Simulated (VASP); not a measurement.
# HfC (Pm-3m) in VASP: further runs, part 2 of 2

VASP 6.6.1.

**4. Single point, LDA**

This run uses another cell than the first one, of 11.61 Å³/atom, 1.012 times its volume.

File INCAR:

```
SYSTEM = HfC
  PREC = Accurate
  ENCUT = 520
  EDIFF = 1E-7
  ISMEAR = -1
  SIGMA = 0.15
  LREAL = .False.
  LASPH = .True.
  NELM = 100
  ALGO = Normal
  ISIF = 2
  LWAVE = .False.
  LCHARG = .False.
  GGA = CA
  NBANDS = 14
```

File KPOINTS:

```
Automatic mesh
0
Gamma
  14 14 14
  0 0 0
```

File POSCAR:

```
HfC
1.0
    2.8527000000      0.0000000000      0.0000000000
    0.0000000000      2.8527000000      0.0000000000
    0.0000000000      0.0000000000      2.8527000000
Hf C
1 1
Direct
    0.0000000000      0.0000000000      0.0000000000
    0.5000000000      0.5000000000      0.5000000000
```

Potentials or basis: VASP PAW LDA potentials, release 64 (Hf_pv, C).

The run is started by

```sh
cat potpaw_LDA.64/Hf_pv/POTCAR potpaw_LDA.64/C/POTCAR > POTCAR
mpirun -np 1 vasp_std > vasp.out
```

OUTCAR:

```text
SYSTEM = HfC
   PREC = Accurate
   ENCUT = 520
   EDIFF = 1E-7
   ISMEAR = -1
   LREAL = .False.
   LASPH = .True.
   NELM = 100
   ISIF = 2
   GGA = CA

 ion  position               nearest neighbor table
   1  0.000  0.000  0.000-   2 2.47   2 2.47   2 2.47   2 2.47   2 2.47   2 2.47   2 2.47   2 2.47

   2  0.500  0.500  0.500-   1 2.47   1 2.47   1 2.47   1 2.47   1 2.47   1 2.47   1 2.47   1 2.47

  LATTYP: Found a simple cubic cell.
 ALAT       =     2.8527000000

  Lattice vectors:

 A1 = (   2.8527000000,   0.0000000000,   0.0000000000)
 A2 = (   0.0000000000,   2.8527000000,   0.0000000000)
 A3 = (   0.0000000000,   0.0000000000,   2.8527000000)

Analysis of symmetry for initial positions (statically):
=====================================================================
 Subroutine PRICEL returns:
 Original cell was already a primitive cell.

 Routine SETGRP: Setting up the symmetry group for a
 simple cubic supercell.

 Subroutine GETGRP returns: Found 48 space group operations
 (whereof 48 operations were pure point group operations)
 out of a pool of 48 trial point group operations.

The static configuration has the point symmetry O_h .

Analysis of symmetry for dynamics (positions and initial velocities):
=====================================================================
 Subroutine PRICEL returns:
 Original cell was already a primitive cell.

 Routine SETGRP: Setting up the symmetry group for a
 simple cubic supercell.

 Subroutine GETGRP returns: Found 48 space group operations
 (whereof 48 operations were pure point group operations)
 out of a pool of 48 trial point group operations.

The dynamic configuration has the point symmetry O_h .

 Subroutine INISYM returns: Found 48 space group operations
 (whereof 48 operations are pure point group operations),
 and found     1 'primitive' translations

----------------------------------------------------------------------------------------

                                     Primitive cell

  volume of cell :      23.2150

  direct lattice vectors                    reciprocal lattice vectors
     2.852700000  0.000000000  0.000000000     0.350545098  0.000000000  0.000000000
     0.000000000  2.852700000  0.000000000     0.000000000  0.350545098  0.000000000
     0.000000000  0.000000000  2.852700000     0.000000000  0.000000000  0.350545098

  length of vectors
     2.852700000  2.852700000  2.852700000     0.350545098  0.350545098  0.350545098

  position of ions in fractional coordinates (direct lattice)
     0.000000000  0.000000000  0.000000000
     0.500000000  0.500000000  0.500000000

  ion indices of the primitive-cell ions
   primitive index   ion index
                 1           1
                 2           2

----------------------------------------------------------------------------------------

 KPOINTS: Automatic mesh

Automatic generation of k-mesh.
 Grid dimensions read from file:
 generate k-points for:   14   14   14

 Generating k-lattice:

  Cartesian coordinates                     Fractional coordinates (reciprocal lattice)
     0.025038936  0.000000000  0.000000000     0.071428571  0.000000000  0.000000000
     0.000000000  0.025038936  0.000000000     0.000000000  0.071428571  0.000000000
     0.000000000  0.000000000  0.025038936     0.000000000  0.000000000  0.071428571

  Length of vectors
     0.025038936  0.025038936  0.025038936

  Shift w.r.t. Gamma in fractional coordinates (k-lattice)
     0.000000000  0.000000000  0.000000000

 Subroutine IBZKPT returns following result:
 ===========================================

 Found    120 irreducible k-points:

 Following reciprocal coordinates:
            Coordinates               Weight
  0.000000  0.000000  0.000000      1.000000
  0.071429  0.000000  0.000000      6.000000
  0.142857  0.000000  0.000000      6.000000
  0.214286  0.000000  0.000000      6.000000
  0.285714  0.000000  0.000000      6.000000
  0.357143  0.000000  0.000000      6.000000
[... 16 lines left out ...]
  0.285714  0.214286  0.000000     24.000000
  0.357143  0.214286  0.000000     24.000000
 [... further k-points ...]
   k-points           NKPTS =    120   k-points in BZ     NKDIM =    120   number of bands    NBANDS=     14
   number of dos      NEDOS =    301   number of ions     NIONS =      2
   total plane-waves  NPLWV =  13824
   dimension x,y,z NGX =    24 NGY =   24 NGZ =   24
   dimension x,y,z NGXF=    48 NGYF=   48 NGZF=   48
   ions per type =               1   1
   NGX,Y,Z   is equivalent  to a cutoff of  13.99, 13.99, 13.99 a.u.
   NGXF,Y,Z  is equivalent  to a cutoff of  27.97, 27.97, 27.97 a.u.
 SYSTEM =  HfC
   PREC   = accura    normal or accurate (medium, high low for compatibility)
   ISTART =      0    job   : 0-new  1-cont  2-samecut
   ICHARG =      2    charge: 1-file 2-atom 10-const
   ISPIN  =      1    spin polarized calculation?
   LNONCOLLINEAR =      F non collinear calculations
   LSORBIT =      F    spin-orbit coupling
   LASPH  =      T    aspherical Exc in radial PAW
   ENCUT  =  520.0 eV  38.22 Ry    6.18 a.u.   5.30  5.30  5.30*2*pi/ulx,y,z
   NELM   =    100;   NELMIN=  2; NELMDL= -5     # of ELM steps
   EDIFF  = 0.1E-06   stopping-criterion for ELM
   LREAL  =      F    real-space projection
   EDIFFG = 0.1E-05   stopping-criterion for IOM
   NSW    =      0    number of steps for IOM
   IBRION =     -1    ionic relax: 0-MD 1-quasi-New 2-CG
   NFREE  =      0    steps in history (QN), initial steepest desc. (CG)
   ISIF   =      2    stress and relaxation
   ISYM   =      2    0-nonsym 1-usesym 2-fastsym
   POTIM  = 0.5000    time-step for ionic-motion
   TEBEG  =    0.0;   TEEND  =   0.0 temperature during run
   PSTRESS=    0.0 pullay stress
   NELECT =      14.0000    total number of electrons
   NUPDOWN=      -1.0000    fix difference up-down
   EMIN   =  10.00;   EMAX   =-10.00  energy-range for DOS
   EFERMI =   0.00;   METHOD = LEGACY
   ISMEAR =    -1;   SIGMA  =   0.15  broadening in eV -4-tet -1-fermi 0-gaus
   EFERMI_NEDOS =   21; number of points for ismear=-14 and -15
   IALGO  =     38    algorithm
   IMIX   =      4    mixing-type and parameters
     AMIX     =   0.40;   BMIX     =  1.00
     AMIX_MAG =   1.60;   BMIX_MAG =  1.00
  volume/ion in A,a.u.               =      11.61        78.33
  Fermi-wavevector in a.u.,A,eV,Ry     =   1.383125  2.613727 26.028415  1.913035
  Thomas-Fermi vector in A             =   2.507752
   LORBIT       =      0    0 simple, 1 ext, 2 COOP (PROOUT), +10 PAW based schemes
   GGA     = CA    functional components
   LHFCALC =     F    Hartree Fock is set to
   AEXX    =    0.0000 exact exchange contribution
   IVDW    =     0    specifies the selected vdW correction
   LEPSILON=     F    determine dielectric tensor
   LRPA    =     F    only Hartree local field effects (RPA)
 non-spin polarized calculation
  energy-cutoff  :      520.00
  volume of cell :       23.21
 maximum number of plane-waves:       640
 NGX is ok and might be reduce to    24
   NGX = 11   NGY = 11   NGZ = 11

 number of electron      13.9999997 magnetization

 Free energy of the ion-electron system (eV)
  ---------------------------------------------------
  ext. energy  EPLUGINS =         0.00000000
  ---------------------------------------------------
  free energy    TOTEN  =       -20.30805876 eV

  energy without entropy =      -20.17572213  energy(sigma->0) =      -20.24189045

 E-fermi :   6.9140     XC(G=0): -12.9791

 val. band max:        6.9094769135   @ k =   0.4286   0.3571   0.0714
 cond. band min:       6.9203462740   @ k =   0.5000   0.2143   0.0000
 fundamental gap:      0.0108693605
 Fermi energy:         6.9140104327

 k-point     1 :       0.0000    0.0000    0.0000
  band No.  band energies     occupation
      1     -22.6587      2.00000
      2     -22.6587      2.00000
      3     -22.6587      2.00000
      4      -5.9758      2.00000
      5       4.8246      2.00000
      6       4.8246      2.00000
      7       8.0689      0.00091
      8       8.0689      0.00091
      9       8.0689      0.00091
     10      13.3335      0.00000
     11      13.3335      0.00000
     12      13.3335      0.00000
     13      14.2660      0.00000
     14      19.5010      0.00000
[... 375 lines left out ...]
 k-point    24 :       0.3571    0.2143    0.0000
  band No.  band energies     occupation
      1     -23.6103      2.00000
      2     -23.0367      2.00000
      3     -22.5151      2.00000
      4      -3.2292      2.00000
      5       2.0062      2.00000
      6       4.8638      2.00000
      7       6.6589      1.69123
      8       7.0834      0.48863
      9      11.6957      0.00000
     10      12.2878      0.00000
     11      13.3273      0.00000
     12      14.5518      0.00000
     13      17.4539      0.00000
     14      19.5052      0.00000

 [... further k-points ...]
[... 5 lines left out ...]
  --------------------------------------------------------------------------------------
  -------------------------------------------------------------------------------------
  Total       -0.3325579     -0.3325579     -0.3325579     -0.0000000     -0.0000000      0.0000000
  in kB      -22.9514197    -22.9514197    -22.9514197     -0.0000000     -0.0000000      0.0000000
  external PRESSURE =     -22.9514197 kB  Pullay stress =       0.0000000 kB

 VOLUME and BASIS-vectors are now :
 -----------------------------------------------------------------------------
  energy-cutoff  :      520.00
  volume of cell :       23.21
      direct lattice vectors                 reciprocal lattice vectors
     2.852700000  0.000000000  0.000000000     0.350545098  0.000000000  0.000000000
     0.000000000  2.852700000  0.000000000     0.000000000  0.350545098  0.000000000
     0.000000000  0.000000000  2.852700000     0.000000000  0.000000000  0.350545098

 POSITION                                       TOTAL-FORCE (eV/Angst)
 -----------------------------------------------------------------------------------
      0.00000      0.00000      0.00000         0.000000      0.000000      0.000000
      1.42635      1.42635      1.42635         0.000000      0.000000      0.000000
 -----------------------------------------------------------------------------------
    total drift:                                0.000000      0.000000     -0.000000

  FREE ENERGIE OF THE ION-ELECTRON SYSTEM (eV)
  ---------------------------------------------------
  free  energy   TOTEN  =       -20.3080587614 eV

  energy  without entropy=      -20.1757221308  energy(sigma->0) =      -20.24189045
```

Run time: 16 s. Hardware: 1 thread of Intel Xeon Platinum 8488C (Sapphire Rapids), shared host; peak memory 0.16 GiB.

Results:

| Property | Result |
| --- | --- |
| Free energy | -20.3081 eV |
| Pressure | -2.3 GPa |
| Band gap on the k mesh | none (metal or under the smearing width) |

Levels at points of the mesh, in eV from the Fermi level:
| k point | band 3 | band 4 | band 5 | band 6 | band 7 | band 8 | band 9 | band 10 | band 11 | band 12 |
| --- | --- | --- | --- | --- | --- | --- | --- | --- | --- | --- |
| (0.00, 0.00, 0.00) | -29.57 | -12.89 | -2.09 | -2.09 | 1.15 | 1.15 | 1.15 | 6.42 | 6.42 | 6.42 |
| (0.50, 0.00, 0.00) | -29.45 | -9.28 | -6.92 | -1.14 | -1.14 | -0.85 | 7.04 | 7.16 | 8.74 | 8.74 |
| (0.50, 0.50, 0.00) | -29.34 | -10.16 | -2.57 | -2.57 | -1.20 | 2.00 | 3.20 | 3.20 | 5.21 | 9.31 |
| (0.50, 0.50, 0.50) | -30.41 | -7.05 | -5.80 | -5.80 | -5.80 | 9.42 | 9.42 | 9.42 | 9.61 | 9.61 |

Spin-orbit coupling is left out, which matters for the levels of Hf.

**5. Overview**

| cell | k mesh | smearing | mesh quality | gap on the mesh (eV) | pressure (GPa) |
| --- | --- | --- | --- | --- | --- |
| Pm-3m, 11.47 Å³/atom | 6 × 6 × 6 | gaussian 0.05 eV | coarse | none | -0.4 |
| Pm-3m, 10.98 Å³/atom | 6 × 6 × 6 | gaussian 0.05 eV | coarse | none | 10.8 |
| Pm-3m, 11.61 Å³/atom | 14 × 14 × 14 | fermi-dirac 0.15 eV | not flagged | none | -2.3 |

Alike in all rows: task single point; level LDA; potentials or basis VASP PAW LDA potentials, release 64 (Hf_pv, C); no spin polarisation; cutoff (eV) 520.

Caveats: some runs use coarse meshes.

Absolute energies hang on the potentials; compare differences alone.
